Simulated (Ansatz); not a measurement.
# KZnF3 (Pm-3m): zone-centre phonons and dielectric response

Perturbation theory with PBEsol in the plane-wave code Ansatz on the PBEsol cell, ground state and force constants on a 6×6×6 mesh. Spin-unpolarised throughout; all numbers are computed.

Space group Pm-3m (No. 221), cubic; conventional cell a = 4.053 Å, 13.31 Å³ an atom. Around K lie 12 F at 2.87 Å; around Zn lie 6 F at 2.03 Å; around F lie 2 Zn at 2.03 Å and 4 K at 2.87 Å.

```cif
data_structure
_symmetry_space_group_name_H-M 'Pm-3m'
_symmetry_Int_Tables_number 221
_cell_length_a 4.0527
_cell_length_b 4.0527
_cell_length_c 4.0527
_cell_angle_alpha 90.000
_cell_angle_beta 90.000
_cell_angle_gamma 90.000
_cell_volume 66.56
loop_
_atom_site_label
_atom_site_type_symbol
_atom_site_symmetry_multiplicity
_atom_site_Wyckoff_symbol
_atom_site_fract_x
_atom_site_fract_y
_atom_site_fract_z
_atom_site_occupancy
K1 K 1 a 0.00000 0.00000 0.00000 1
Zn1 Zn 1 b 0.50000 0.50000 0.50000 1
F1 F 3 c 0.50000 0.50000 0.00000 1
```

Optical modes without the longitudinal term:
```tsv
ω (cm⁻¹)	degeneracy	IR intensity, summed over the level ((D/Å)²/amu)
118	3	4.39
145	3	0.00
178	3	10.54
412	3	10.06
```

All optical modes at Γ are real, from 118 to 412 cm⁻¹ without the longitudinal term; this says nothing of other wave vectors. With the long-range field the highest mode reaches 484 cm⁻¹. Of the real levels 3 are infrared active, the strongest at 178 cm⁻¹.

ε∞: 2.43 in all directions. With the ions relaxed, ε⁰ is 10.0 in all directions. Born charges, averaged over directions: K +1.20, Zn +2.32, F -1.17 e.

For comparison, on the r2SCAN cell the mean ε∞ is 2.27 with r2SCAN (ground state on 6×6×6; least gap 4.64 eV), 2.39 with PBE (ground state on 6×6×6; least gap 3.87 eV).
